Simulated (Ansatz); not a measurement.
# Ruthenium, diamond under m-r²SCAN: structure, energy and stiffness, part 2 of 2

What does m-r²SCAN give for ruthenium in the diamond structure? We relax it, solve it on a dense k-mesh, then scale the cell to 7 volumes from 88 to 112 % of the relaxed one and try a fit of the equation of state. The start is ferromagnetic. The k-meshes are 10×10×10 for the relaxation; 16×16×16 for the dense run; 11×11×11 for the volumes.

Ansatz 0.2.0; DFT, m-r2SCAN, plane waves (500 eV) with PAW, scalar-relativistic. Earlier steps stand in the parts before.

## 5. At 92 % of the relaxed volume

This is Ru in the diamond structure; at room conditions it is hcp.

The input, input.yaml:

```yaml
crystal:
  lattice:
    - [0.0, 2.6323777444, 2.6323777444]
    - [2.6323777444, 0.0, 2.6323777444]
    - [2.6323777444, 2.6323777444, 0.0]
  atoms:
    - { symbol: Ru, position: [0.125, 0.125, 0.125], spin: 1.0 }
    - { symbol: Ru, position: [0.875, 0.875, 0.875], spin: 1.0 }
hamiltonian:
  xc: mr2scan
  pseudopotentials:
    kind: paw
    azcp:
      Ru: "pseudopotentials/Ru.paw.azcp"
basis:
  ecutwfc: 500
  fft_grid_basis: typed
kpoints:
  mp_grid: { grid: [11, 11, 11], shift: [0, 0, 0] }
magnetization:
  spin_polarized: true
scf:
  occupations: { method: fermi_dirac, width: 0.05 }
  lower_state_search: "off"
output:
  stress: true
```

Run with:

```sh
ansatz run input.yaml --threads 2 --pin off --max-ram 6144MiB --backend cpu --events-out ev --progress --plain --runs-dir out
```

Log (excerpt; [...] marks lines left out):

```text
Warning: RAYON_NUM_THREADS=2 ignored (pool sized by the plan → 2); use --threads N
[...]
Pseudopotentials: kind: paw
Pseudopotential: Ru, paw, valence charge 16, recommended cutoff 500 eV (meta_gga), <dir>
Functional definition: m-r2SCAN
[...]
Crystal: 2 atoms, lattice volume = 36.482 Å³
Basis set: ecut = 500 eV, 941 PW (Γ), exchange–correlation on 120×120×120 points (64 copies of the dense FFT grid, shifted against one another)
Bands: 21, of which v1, the nominal top of the filled ones, is band 16 counted from 1 (15 counted from 0)
Symmetry: 48 space group operations
Space group: Fd-3m (ITA 227), of the structure as read, at distance tolerance 3.3e-5 Å
Magnetic group: BNS 227.128 (UNI 1630), of the structure as read, at distance tolerance 3.3e-5 Å
k-points: 56 of 1331
[...]
Starting moments: Σ|m| = 2 μB on 2 of 2 sites
[...]
WARN: the starting moments were not kept: the SCF closed with an absolute magnetisation of 2.1e-6 μB, where they sum to 2 μB in size (2 sites). That is at most 0.1 of that sum. Measured as dr2_m measures the in/out step, that magnetisation stands 3.8e-13 eV from none, at or under the [...]
this state was not tested for a lower state beside it, because the mixer in use, unlike msr1, does not test its closes by its own steps (another_mixer; see scf.mixing.algorithm and scf.lower_state_search)
SCF converged after 18 iterations
Magnetization: -0.0000 μB (16.0000 up, 16.0000 down)
Absolute magnetization: 0.0000 μB (∫|ρ↑−ρ↓|, with the PAW one-centre terms)
Spin contamination: 0.0000 ħ² per cell (⟨S²⟩ above its minimum at these occupations)
Per-site moments (μB) at R_I (Å): [(-5.7680972360206687e-8, 0.9403787245904615), (-5.768097240938581e-8, 0.9403787245904615)]
Free energy (F): -11778.925333 eV
[...]
E sigma→0 (E₀):  -11778.918271 eV
Entropy (-TS):   -0.014124 eV (-7.062 meV/atom)
Fermi energy:    16.315367 eV
[...]
--- Stress (GPa, compression-positive) ---
       18.138364       0.000000      -0.000000
       -0.000000      18.138364      -0.000000
        0.000000       0.000000      18.138364
  P = ⅓ Tr σ = 18.1384 GPa (181.384 kbar)
```

It took 18 s on 2 threads of AMD EPYC 7R43 (Zen 3), shared host; peak memory 0.51 GiB.

## 6. At 96 % of the relaxed volume

input.yaml, as its differences from that of step 5:

```diff
@@ -2,5 +2,5 @@
   lattice:
-    - [0.0, 2.6323777444, 2.6323777444]
-    - [2.6323777444, 0.0, 2.6323777444]
-    - [2.6323777444, 2.6323777444, 0.0]
+    - [0.0, 2.6699882221, 2.6699882221]
+    - [2.6699882221, 0.0, 2.6699882221]
+    - [2.6699882221, 2.6699882221, 0.0]
   atoms:
```

Run with:

```sh
ansatz run input.yaml --threads 2 --pin off --max-ram 6144MiB --backend cpu --events-out ev --progress --plain --runs-dir out
```

Log (excerpt; [...] marks lines left out):

```text
Warning: RAYON_NUM_THREADS=2 ignored (pool sized by the plan → 2); use --threads N
[...]
[... 3 set-up lines as earlier in the session ...]
[...]
Crystal: 2 atoms, lattice volume = 38.068 Å³
Basis set: ecut = 500 eV, 941 PW (Γ), exchange–correlation on 120×120×120 points (64 copies of the dense FFT grid, shifted against one another)
Bands: 21, of which v1, the nominal top of the filled ones, is band 16 counted from 1 (15 counted from 0)
[... 2 set-up lines as earlier in the session ...]
Magnetic group: BNS 227.128 (UNI 1630), of the structure as read, at distance tolerance 3.4e-5 Å
k-points: 56 of 1331
[...]
Starting moments: Σ|m| = 2 μB on 2 of 2 sites
[...]
WARN: the starting moments were not kept: the SCF closed with an absolute magnetisation of 1.0e-5 μB, where they sum to 2 μB in size (2 sites). That is at most 0.1 of that sum. Measured as dr2_m measures the in/out step, that magnetisation stands 9.0e-12 eV from none, at or under the [...]
this state was not tested for a lower state beside it, because the mixer in use, unlike msr1, does not test its closes by its own steps (another_mixer; see scf.mixing.algorithm and scf.lower_state_search)
SCF converged after 17 iterations
Magnetization: 0.0000 μB (16.0000 up, 16.0000 down)
Absolute magnetization: 0.0000 μB (∫|ρ↑−ρ↓|, with the PAW one-centre terms)
Spin contamination: 0.0000 ħ² per cell (⟨S²⟩ above its minimum at these occupations)
Per-site moments (μB) at R_I (Å): [(1.5762976565496016e-6, 0.9538145216093369), (1.576297656698761e-6, 0.9538145216093369)]
Free energy (F): -11779.053231 eV
[...]
E sigma→0 (E₀):  -11779.045905 eV
Entropy (-TS):   -0.014653 eV (-7.326 meV/atom)
Fermi energy:    15.400036 eV
[...]
--- Stress (GPa, compression-positive) ---
        8.079569       0.000000       0.000000
       -0.000000       8.079569       0.000000
        0.000000      -0.000000       8.079569
  P = ⅓ Tr σ = 8.0796 GPa (80.796 kbar)
```

Wall time 21 s (2 threads of AMD EPYC 7R43 (Zen 3), shared host); peak memory 0.51 GiB.

## 7. At 100 % of the relaxed volume

input.yaml, as its differences from that of step 6:

```diff
@@ -2,5 +2,5 @@
   lattice:
-    - [0.0, 2.6699882221, 2.6699882221]
-    - [2.6699882221, 0.0, 2.6699882221]
-    - [2.6699882221, 2.6699882221, 0.0]
+    - [0.0, 2.7065679487, 2.7065679487]
+    - [2.7065679487, 0.0, 2.7065679487]
+    - [2.7065679487, 2.7065679487, 0.0]
   atoms:
```

Run with:

```sh
ansatz run input.yaml --threads 2 --pin off --max-ram 6144MiB --backend cpu --events-out ev --progress --plain --runs-dir out
```

Log (excerpt; [...] marks lines left out):

```text
Warning: RAYON_NUM_THREADS=2 ignored (pool sized by the plan → 2); use --threads N
[...]
[... 3 set-up lines as earlier in the session ...]
[...]
Crystal: 2 atoms, lattice volume = 39.654 Å³
Basis set: ecut = 500 eV, 965 PW (Γ), exchange–correlation on 120×120×120 points (64 copies of the dense FFT grid, shifted against one another)
Bands: 21, of which v1, the nominal top of the filled ones, is band 16 counted from 1 (15 counted from 0)
[... 2 set-up lines as earlier in the session ...]
Magnetic group: BNS 227.128 (UNI 1630), of the structure as read, at distance tolerance 3.4e-5 Å
k-points: 56 of 1331
[...]
Starting moments: Σ|m| = 2 μB on 2 of 2 sites
[...]
WARN: the starting moments were not kept: the SCF closed with an absolute magnetisation of 1.4e-5 μB, where they sum to 2 μB in size (2 sites). That is at most 0.1 of that sum. Measured as dr2_m measures the in/out step, that magnetisation stands 5.8e-11 eV from none, at or under the [...]
this state was not tested for a lower state beside it, because the mixer in use, unlike msr1, does not test its closes by its own steps (another_mixer; see scf.mixing.algorithm and scf.lower_state_search)
SCF converged after 17 iterations
Magnetization: 0.0000 μB (16.0000 up, 16.0000 down)
Absolute magnetization: 0.0000 μB (∫|ρ↑−ρ↓|, with the PAW one-centre terms)
Spin contamination: 0.0000 ħ² per cell (⟨S²⟩ above its minimum at these occupations)
Per-site moments (μB) at R_I (Å): [(5.969790291434415e-6, 0.966882097765211), (5.9697902912699134e-6, 0.966882097765211)]
Free energy (F): -11779.092008 eV
[...]
E sigma→0 (E₀):  -11779.084433 eV
Entropy (-TS):   -0.015150 eV (-7.575 meV/atom)
Fermi energy:    14.558123 eV
[...]
--- Stress (GPa, compression-positive) ---
        0.056110       0.000000      -0.000000
        0.000000       0.056110      -0.000000
        0.000000      -0.000000       0.056110
  P = ⅓ Tr σ = 0.0561 GPa (0.561 kbar)
```

Run time: 14 s. Hardware: 2 threads of AMD EPYC 7R43 (Zen 3), shared host; peak memory 0.52 GiB.

## 8. At 104 % of the relaxed volume

input.yaml, as its differences from that of step 7:

```diff
@@ -2,5 +2,5 @@
   lattice:
-    - [0.0, 2.7065679487, 2.7065679487]
-    - [2.7065679487, 0.0, 2.7065679487]
-    - [2.7065679487, 2.7065679487, 0.0]
+    - [0.0, 2.7421847693, 2.7421847693]
+    - [2.7421847693, 0.0, 2.7421847693]
+    - [2.7421847693, 2.7421847693, 0.0]
   atoms:
@@ -26 +26,5 @@
   stress: true
+  write_density: true
+  write_potential: true
+  elf: true
+  volumetric_format: npy
```

Run with:

```sh
ansatz run input.yaml --threads 2 --pin off --max-ram 6144MiB --backend cpu --events-out ev --progress --plain --runs-dir out
```

Log (excerpt; [...] marks lines left out):

```text
Warning: RAYON_NUM_THREADS=2 ignored (pool sized by the plan → 2); use --threads N
[...]
[... 3 set-up lines as earlier in the session ...]
[...]
Crystal: 2 atoms, lattice volume = 41.240 Å³
Basis set: ecut = 500 eV, 1037 PW (Γ), exchange–correlation on 120×120×120 points (64 copies of the dense FFT grid, shifted against one another)
Bands: 21, of which v1, the nominal top of the filled ones, is band 16 counted from 1 (15 counted from 0)
[... 1 set-up line as earlier in the session ...]
Space group: Fd-3m (ITA 227), of the structure as read, at distance tolerance 3.5e-5 Å
Magnetic group: BNS 227.128 (UNI 1630), of the structure as read, at distance tolerance 3.5e-5 Å
k-points: 56 of 1331
[...]
Starting moments: Σ|m| = 2 μB on 2 of 2 sites
[...]
WARN: the starting moments were not kept: the SCF closed with an absolute magnetisation of 3.1e-5 μB, where they sum to 2 μB in size (2 sites). That is at most 0.1 of that sum. Measured as dr2_m measures the in/out step, that magnetisation stands 3.1e-10 eV from none, at or under the [...]
this state was not tested for a lower state beside it, because the mixer in use, unlike msr1, does not test its closes by its own steps (another_mixer; see scf.mixing.algorithm and scf.lower_state_search)
SCF converged after 18 iterations
Magnetization: 0.0000 μB (16.0000 up, 16.0000 down)
Absolute magnetization: 0.0000 μB (∫|ρ↑−ρ↓|, with the PAW one-centre terms)
Spin contamination: 0.0000 ħ² per cell (⟨S²⟩ above its minimum at these occupations)
Per-site moments (μB) at R_I (Å): [(1.359668706576881e-5, 0.979605689734885), (1.3596687065825379e-5, 0.979605689734885)]
Free energy (F): -11779.059706 eV
[...]
E sigma→0 (E₀):  -11779.051887 eV
Entropy (-TS):   -0.015637 eV (-7.818 meV/atom)
Fermi energy:    13.781411 eV
[...]
--- Stress (GPa, compression-positive) ---
       -6.337168      -0.000000      -0.000000
       -0.000000      -6.337168       0.000000
       -0.000000       0.000000      -6.337168
  P = ⅓ Tr σ = -6.3372 GPa (-63.372 kbar)
--- Band table (eV; the first three rows and the last of 112) ---
[... band rows left out ...]
[...]
```

It took 33 s on 2 threads of AMD EPYC 7R43 (Zen 3), shared host; peak memory 0.52 GiB.

The maps below are laid out on this run's own conventional cell (a, b, c = 5.484, 5.484, 5.484 Å).

Density in a lattice plane of the grid's cell (edges 5.48 and 5.48 Å, at 0.125 of the third edge), which holds Ru. It is the smooth density of the valence electrons, not physical close to the nuclei.

Values in e/Å³, 12 rows by 12 columns:
```
0.29 0.38 0.38 0.28 0.23 0.19 0.15 0.13 0.13 0.15 0.19 0.23
0.15 0.13 0.13 0.15 0.19 0.23 0.29 0.38 0.38 0.29 0.23 0.19
0.08 0.06 0.06 0.08 0.15 0.28 0.78 2.68 2.68 0.78 0.29 0.15
0.06 0.04 0.04 0.06 0.13 0.38 2.68 8.46 8.45 2.68 0.38 0.13
0.06 0.04 0.04 0.06 0.13 0.38 2.68 8.45 8.46 2.68 0.38 0.13
0.08 0.06 0.06 0.08 0.15 0.29 0.78 2.68 2.68 0.78 0.29 0.15
0.15 0.13 0.13 0.15 0.19 0.23 0.29 0.38 0.38 0.28 0.23 0.19
0.29 0.38 0.38 0.29 0.23 0.19 0.15 0.13 0.13 0.15 0.19 0.23
0.78 2.68 2.68 0.78 0.29 0.15 0.08 0.06 0.06 0.08 0.15 0.28
2.68 8.46 8.45 2.68 0.38 0.13 0.06 0.04 0.04 0.06 0.13 0.38
2.68 8.45 8.46 2.68 0.38 0.13 0.06 0.04 0.04 0.06 0.13 0.38
0.78 2.68 2.68 0.78 0.29 0.15 0.08 0.06 0.06 0.08 0.15 0.29
```
Columns run along the first of these edges and rows up along the second, over one cell in 12 and 12 even steps from the bottom left corner. Atoms in the plane (fractional): Ru at (0.12, 0.12), Ru at (0.62, 0.62).

## 9. At 108 % of the relaxed volume

input.yaml, as its differences from that of step 8:

```diff
@@ -2,5 +2,5 @@
   lattice:
-    - [0.0, 2.7421847693, 2.7421847693]
-    - [2.7421847693, 0.0, 2.7421847693]
-    - [2.7421847693, 2.7421847693, 0.0]
+    - [0.0, 2.7768996542, 2.7768996542]
+    - [2.7768996542, 0.0, 2.7768996542]
+    - [2.7768996542, 2.7768996542, 0.0]
   atoms:
@@ -26,5 +26 @@
   stress: true
-  write_density: true
-  write_potential: true
-  elf: true
-  volumetric_format: npy
```

Run with:

```sh
ansatz run input.yaml --threads 2 --pin off --max-ram 6144MiB --backend cpu --events-out ev --progress --plain --runs-dir out
```

Log (excerpt; [...] marks lines left out):

```text
Warning: RAYON_NUM_THREADS=2 ignored (pool sized by the plan → 2); use --threads N
[...]
[... 3 set-up lines as earlier in the session ...]
[...]
Crystal: 2 atoms, lattice volume = 42.826 Å³
Basis set: ecut = 500 eV, 1067 PW (Γ), exchange–correlation on 120×120×120 points (64 copies of the dense FFT grid, shifted against one another)
Bands: 21, of which v1, the nominal top of the filled ones, is band 16 counted from 1 (15 counted from 0)
[... 2 set-up lines as earlier in the session ...]
Magnetic group: BNS 227.128 (UNI 1630), of the structure as read, at distance tolerance 3.5e-5 Å
k-points: 56 of 1331
[...]
Starting moments: Σ|m| = 2 μB on 2 of 2 sites
[...]
WARN: the starting moments were not kept: the SCF closed with an absolute magnetisation of 2.2e-5 μB, where they sum to 2 μB in size (2 sites). That is at most 0.1 of that sum. Measured as dr2_m measures the in/out step, that magnetisation stands 1.5e-10 eV from none, at or under the [...]
this state was not tested for a lower state beside it, because the mixer in use, unlike msr1, does not test its closes by its own steps (another_mixer; see scf.mixing.algorithm and scf.lower_state_search)
SCF converged after 20 iterations
Magnetization: 0.0000 μB (16.0000 up, 16.0000 down)
Absolute magnetization: 0.0000 μB (∫|ρ↑−ρ↓|, with the PAW one-centre terms)
Spin contamination: 0.0000 ħ² per cell (⟨S²⟩ above its minimum at these occupations)
Per-site moments (μB) at R_I (Å): [(9.417132567770487e-6, 0.992007078272687), (9.417132567539882e-6, 0.992007078272687)]
Free energy (F): -11778.970866 eV
[...]
E sigma→0 (E₀):  -11778.962804 eV
Entropy (-TS):   -0.016125 eV (-8.063 meV/atom)
Fermi energy:    13.062849 eV
[...]
--- Stress (GPa, compression-positive) ---
      -11.417753       0.000000      -0.000000
       -0.000000     -11.417753       0.000000
        0.000000       0.000000     -11.417753
  P = ⅓ Tr σ = -11.4178 GPa (-114.178 kbar)
```

It took 25 s on 2 threads of AMD EPYC 7R43 (Zen 3), shared host; peak memory 0.51 GiB.

## 10. At 112 % of the relaxed volume

input.yaml, as its differences from that of step 9:

```diff
@@ -2,5 +2,5 @@
   lattice:
-    - [0.0, 2.7768996542, 2.7768996542]
-    - [2.7768996542, 0.0, 2.7768996542]
-    - [2.7768996542, 2.7768996542, 0.0]
+    - [0.0, 2.810767622, 2.810767622]
+    - [2.810767622, 0.0, 2.810767622]
+    - [2.810767622, 2.810767622, 0.0]
   atoms:
```

Run with:

```sh
ansatz run input.yaml --threads 2 --pin off --max-ram 6144MiB --backend cpu --events-out ev --progress --plain --runs-dir out
```

Log (excerpt; [...] marks lines left out):

```text
Warning: RAYON_NUM_THREADS=2 ignored (pool sized by the plan → 2); use --threads N
[...]
[... 3 set-up lines as earlier in the session ...]
[...]
Crystal: 2 atoms, lattice volume = 44.412 Å³
Basis set: ecut = 500 eV, 1139 PW (Γ), exchange–correlation on 120×120×120 points (64 copies of the dense FFT grid, shifted against one another)
Bands: 21, of which v1, the nominal top of the filled ones, is band 16 counted from 1 (15 counted from 0)
[... 2 set-up lines as earlier in the session ...]
Magnetic group: BNS 227.128 (UNI 1630), of the structure as read, at distance tolerance 3.5e-5 Å
k-points: 56 of 1331
[...]
Starting moments: Σ|m| = 2 μB on 2 of 2 sites
[...]
WARN: the starting moments were not kept: the SCF closed with an absolute magnetisation of 2.9e-5 μB, where they sum to 2 μB in size (2 sites). That is at most 0.1 of that sum. Measured as dr2_m measures the in/out step, that magnetisation stands 2.6e-10 eV from none, at or under the [...]
this state was not tested for a lower state beside it, because the mixer in use, unlike msr1, does not test its closes by its own steps (another_mixer; see scf.mixing.algorithm and scf.lower_state_search)
SCF converged after 20 iterations
Magnetization: 0.0000 μB (16.0000 up, 16.0000 down)
Absolute magnetization: 0.0000 μB (∫|ρ↑−ρ↓|, with the PAW one-centre terms)
Spin contamination: 0.0000 ħ² per cell (⟨S²⟩ above its minimum at these occupations)
Per-site moments (μB) at R_I (Å): [(1.2522117816077577e-5, 1.0041059179745455), (1.2522117815981122e-5, 1.0041059179745455)]
Free energy (F): -11778.837148 eV
[...]
E sigma→0 (E₀):  -11778.828839 eV
Entropy (-TS):   -0.016619 eV (-8.310 meV/atom)
Fermi energy:    12.396369 eV
[...]
--- Stress (GPa, compression-positive) ---
      -15.437428      -0.000000      -0.000000
        0.000000     -15.437428       0.000000
        0.000000      -0.000000     -15.437428
  P = ⅓ Tr σ = -15.4374 GPa (-154.374 kbar)
```

Wall time 22 s (2 threads of AMD EPYC 7R43 (Zen 3), shared host); peak memory 0.53 GiB.

## 11. Energy and pressure against volume

The cell was scaled evenly, with its shape and the fractional positions fixed.

```tsv
V (Å³/atom)	E − E₀ (meV/atom)	P from the stress (GPa)	P from the fit (GPa)
17.448	202.7	30.75	30.77
18.241	83.0	18.14	18.10
19.034	19.2	8.08	8.04
19.827	0.0	0.06	0.03
20.620	16.2	-6.34	-6.35
21.413	60.8	-11.42	-11.44
22.206	127.8	-15.44	-15.50
```

A third-order Birch-Murnaghan fit gives V₀ = 19.831 Å³/atom, B₀ = 178 GPa and B₀′ = 4.7; it misses no point by more than 0.05 meV/atom.

## 12. Results

What follows sums up all 2 parts.

```
                      quantity                         value
space group (spins left aside)               Fd-3m (No. 227)
             conventional cell                   a = 5.413 Å
                        volume                19.827 Å³/atom
             shortest distance                       2.344 Å
               gap on the mesh  none (levels filled in part)
                magnetic state                  non-magnetic
               relative to hcp                +1165 meV/atom
                   V₀, B₀, B₀′  19.831 Å³/atom, 178 GPa, 4.7
```

What this shows: The relaxation enlarged the cell by 8.4 % in volume. Against the reference form of ruthenium (hcp, computed apart with the same settings) it stands 1165 meV/atom higher, so it is far from stable. The starting moments do not survive. Levels at the Fermi energy are filled in part, as in a metal. B₀ comes out at 178 GPa. Relaxation kept the symmetry; phonons were not checked.
